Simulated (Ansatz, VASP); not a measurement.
# MgO: VASP beside Ansatz

```
CELL_PARAMETERS angstrom
3.41316 0.00000 0.00000
-1.70658 2.95589 0.00000
0.00000 0.00000 4.39061
ATOMIC_POSITIONS crystal
Mg 0.68682 0.37364 0.75000
Mg 0.31318 0.62636 0.25000
O 0.65183 0.30365 0.25000
O 0.34817 0.69635 0.75000
```

Change from the starting cell: mode 5 frozen in at +0.122 Å, strain +e along z and -e/2 along x and y +0.0467.

Alike in both runs: task single point; functional PBEsol; k mesh 9 × 9 × 6; occupations gaussian, width 0.05 eV; no spin polarisation.

|  | VASP | Ansatz |
| --- | --- | --- |
| version | VASP 6.6.1 | Ansatz 0.2.0 |
| potentials or method | VASP PAW PBE potentials, release 64 (Mg, O) | scalar-relativistic, plane waves, PAW |
| plane-wave cutoff (eV) | 520 | 520 |
| valence electrons in the cell | 16 | 32 |

VASP gave:

| Quantity | Value |
| --- | --- |
| gap on the k mesh at the Fermi level (eV) | 3.11 |
| least direct gap on the mesh (eV) | 3.11 |
| pressure (GPa) | 0.9 |
| largest component of the traceless stress (GPa) | 6.34 |
| rms of the force components (eV/Å) | 0.346 |

Task: Which values does Ansatz return?

Result: gap on the k mesh at the Fermi level (eV): 3.12; least direct gap on the mesh (eV): 3.12; pressure (GPa): 1.2; largest component of the traceless stress (GPa): 6.22; rms of the force components (eV/Å): 0.342.

Atom by atom the forces differ by 0.004 eV/Å (rms over components). The two sets of potentials don't hold the same shells in valence. Ansatz warned: «pseudo_functional_mismatch».

Caveats: the PAW data sets were made with another functional, which shifts forces and pressure a little (VASP).
